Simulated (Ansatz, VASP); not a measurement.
Co: VASP beside Ansatz

Contents of INCAR:

```
SYSTEM = Co
AGGAC = 1.0
AGGAX = 1.0
ALDAC = 0.0
ALDAX = 1.0
ALGO = Normal
EDIFF = 1E-7
ENCUT = 520
GGA = B5
ISIF = 2
ISMEAR = -1
ISPIN = 2
LASPH = .True.
LCHARG = .False.
LMAXMIX = 4
LORBIT = 11
LREAL = .False.
LWAVE = .False.
MAGMOM = 1.693 1.739 1.739
NBANDS = 24
NELM = 150
PREC = Accurate
SIGMA = 0.05
```

File KPOINTS:

```
k-points
0
Gamma
  12 12 17
  0 0 0
```

File POSCAR:

```
Co
1.0
    4.1231574312      0.0000000000      0.0000000000
   -2.0615787156      3.5707590792      0.0000000000
    0.0000000000      0.0000000000      2.5441436101
Co
3
Direct
    0.0000000000      0.0000000000      0.0000000000
    0.3333333333      0.6666666667      0.5000000000
    0.6666666667      0.3333333333      0.5000000000
```

Input for Ansatz:

```yaml
crystal:
  lattice:
    - [4.1231574312, 0.0, 0.0]
    - [-2.0615787156, 3.5707590792, 0.0]
    - [0.0, 0.0, 2.5441436101]
  atoms:
    - { symbol: Co, position: [0.0, 0.0, 0.0], spin: 1.693 }
    - { symbol: Co, position: [0.3333333333, 0.6666666667, 0.5], spin: 1.739 }
    - { symbol: Co, position: [0.6666666667, 0.3333333333, 0.5], spin: 1.739 }
hamiltonian:
  xc: blyp
  pseudopotentials:
    kind: paw
    azcp:
      Co: "pseudopotentials/Co.paw.azcp"
basis:
  ecutwfc: 420
  fft_grid_basis: typed
kpoints:
  mp_grid: { grid: [12, 12, 17], shift: [0, 0, 0] }
magnetization:
  spin_polarized: true
scf:
  occupations: { method: fermi_dirac, width: 0.05 }
output:
  stress: true
```

Alike in both runs: task single point; functional BLYP; k mesh 12 × 12 × 17; occupations fermi-dirac, width 0.05 eV; collinear spin.

|  | VASP | Ansatz |
| --- | --- | --- |
| version | VASP 6.6.1 | Ansatz 0.2.0 |
| potentials or method | VASP PAW PBE potentials, release 64 (Co) | plane waves (420 eV) with PAW, scalar-relativistic |
| plane-wave cutoff (eV) | 520 | 420 |
| valence electrons in the cell | 27 | 51 |

VASP gave:

* pressure (GPa): -11.7
* largest component of the traceless stress (GPa): 0.60
* net moment per atom (μB): 1.69
* size of the moment on the site where the two differ most (μB): 1.74

Question: Estimate Ansatz's values.

Answer: Pressure (GPa): -11.6; largest component of the traceless stress (GPa): 0.59; net moment per atom (μB): 1.70; size of the moment on the site where the two differ most (μB): 1.79.

Site moments also hang on the region over which each program counts them. With one functional, cell and mesh, what is left measures potentials, basis and numerics. The two sets of potentials don't hold the same shells in valence.

Caveats: the PAW data sets were made with another functional, which shifts forces and pressure a little (VASP).
